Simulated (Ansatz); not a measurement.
Method: r2SCAN, no spin polarisation; PAW, plane waves to 500 eV, 7×7×3 Γ-centred mesh, fermi-dirac occupations (width 0.0425 eV) (Ansatz 0.2.0), atoms fixed.

Computed maps in the lattice plane spanned by a (left to right, 4.05 Å, 12 points from zero) and c (bottom to top, 9.89 Å, 26 points from zero), 90° apart, at height 0.333 along b. The fields are smooth PAW ones with compensation charges, not the true ones near nuclei.

Valence density. Digits on a logarithmic scale: 0 up to 0.03 e/Å³, each further digit a factor of 1.6, 9 from 1.3 e/Å³ up:
```
334555433444
346888643333
358999853222
369999963222
357999753343
345676543454
345676543454
357999753343
369999963222
358999853222
346888643333
334555433444
322333223555
321111123454
321111123444
322333223444
345777543444
358999853444
369999963333
369999963333
358999853444
345777543444
322333223444
321111123444
321111123454
322333223555
```

ELF. Ten even steps from '0' (0.02) to '9' (0.86):
```
004777400121
037999730000
169868961000
179737971000
048999840020
002343200353
002333200353
048999840020
179737971000
169868961000
037999730000
004777400121
001454100232
000111000111
000000000000
100010001232
104898401565
039999930353
079606970010
079606970010
039999930353
104898401565
100010001232
000000000000
000111000111
001454100232
```

**Question.** The cell is SrO. Which atoms lie within 0.2 Å of this plane, and where (fractions of a and c)?

**Answer.** Sr at (0.33, 0.25), O at (0.33, 0.85), O at (0.33, 0.65). The whole cell:
```xyz
8
Lattice="2.0259 3.5089 0.0000 -2.0259 3.5089 0.0000 0.0000 0.0000 9.8911" Properties=species:S:1:pos:R:3 pbc="T T T"
Sr   -0.0002    2.3394    2.4728
Sr   -0.0002    4.6784    7.4183
Sr    0.0000    0.0000    0.0000
Sr    0.0000    0.0000    4.9455
O    -0.0002    2.3394    8.4460
O    -0.0002    4.6784    3.5005
O    -0.0002    2.3394    6.3906
O     0.0000    4.6787    1.4451
```

Origin: a known structure type with other elements, at an estimated volume, so it need not be a known compound. Caveats: atoms or cell far from equilibrium.
